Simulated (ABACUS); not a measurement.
This ABACUS 3.10.1 run on Sc needs a look.

Contents of INPUT:

```
INPUT_PARAMETERS
suffix              Sc
calculation         scf
basis_type          pw
pseudo_dir          ./
symmetry            1
dft_functional      pbe
pseudo_rcut         10
nspin               1
nbands              15
ks_solver           dav
smearing_method     fd
smearing_sigma      0.00367493
scf_thr             1e-08
scf_nmax            50
mixing_type         broyden
mixing_beta         0.7
cal_force           1
cal_stress          1
ecutrho             320
encut               40
```

STRU

```
ATOMIC_SPECIES
Sc 44.9559 sc_pbe_v1.uspp.F.UPF

LATTICE_CONSTANT
1.8897261246

LATTICE_VECTORS
3.3090000000 0.0000000000 0.0000000000
-1.6545000000 2.8656780611 0.0000000000
0.0000000000 0.0000000000 5.2733000000

ATOMIC_POSITIONS
Direct

Sc
0.0
2
0.6666666667 0.3333333333 0.7500000000 1 1 1
0.3333333333 0.6666666667 0.2500000000 1 1 1
```

KPT

```
K_POINTS
0
Gamma
6 6 4 0 0 0
```

Potentials or basis: GBRV ultrasoft 1.5 PBE, plane waves.

Command:

```console
$ OMP_NUM_THREADS=4 abacus > log
```

running log:

```text
ABACUS v3.10.1

               Atomic-orbital Based Ab-initio Computation at UStc

 THE PARAMETER NAME 'encut' IS NOT USED!

 !!!!!!!!!!!!!!!!!!!!!!!!!!!!!!!!!!!!!!!!!!!!!!!!!!!!!!!!!
                         NOTICE
 !!!!!!!!!!!!!!!!!!!!!!!!!!!!!!!!!!!!!!!!!!!!!!!!!!!!!!!!!

 Bad parameter, please check the input parameters in file INPUT
 CHECK IN FILE : warning.log

 !!!!!!!!!!!!!!!!!!!!!!!!!!!!!!!!!!!!!!!!!!!!!!!!!!!!!!!!!
                         NOTICE
 !!!!!!!!!!!!!!!!!!!!!!!!!!!!!!!!!!!!!!!!!!!!!!!!!!!!!!!!!
```

What happened, and what is wrong with the input?

The program refused the input. The input holds a flaw that was put in on purpose: misspelt key (encut = 40; ecutwfc = left out).
